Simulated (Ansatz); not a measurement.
## TaN: energy along a strain

TaN, P6_3mc, a = 3.050 Å, c = 4.940 Å (as given, not relaxed at this level: 126.0 GPa, forces to 2.31 eV/Å). This isn't the usual stable structure of the compound. Ansatz: PBEsol, PAW, 420 eV, Γ-centred 18×18×10 mesh on 4 atoms, Gaussian smearing 0.15 eV; no spin polarisation. Cell vectors (Å): 3.050 0.000 0.000; -1.525 2.641 0.000; 0.000 0.000 4.940. The cell is strained by x per cent times the pattern (0 0 1 0 0 0) in the order xx yy zz yz xz xy (engineering shears), with fractional coordinates held. y is the free energy over the start, V0 = 9.949 Å³/atom.

```tsv
x (%)	y (meV/atom)
-2.00	147.43
-1.50	108.23
-1.00	70.63
-0.50	34.57
0.00	0.00
0.50	?
1.00	-64.91
1.50	-95.34
1.75	-110.08
2.00	-124.50
```

**Question.** Fit y = c1 x + c2 x² + c3 x³ to the other rows, get the stiffness along the pattern, and predict the missing energy.

**Answer.** Least squares on the rows shown. y = −67.697 x + 2.8653 x² − 0.071477 x³. The clamped-ion stiffness p·C·p = 2 × 28.65 eV × 160.2 / 9.949 Å³ = 923 GPa, which is C33 in these axes (second derivative at the start, which stands under stress). At x = 0.50 the fit asked for gives -33.14 meV/atom. The run gave -33.14 meV/atom, the same to the digits shown.

Spin–orbit coupling is left out, which can shift energies with elements as heavy as these.

Cost: 10 runs of about 6.6 core-minutes in all, on AMD EPYC (Zen 3) (shared hosts).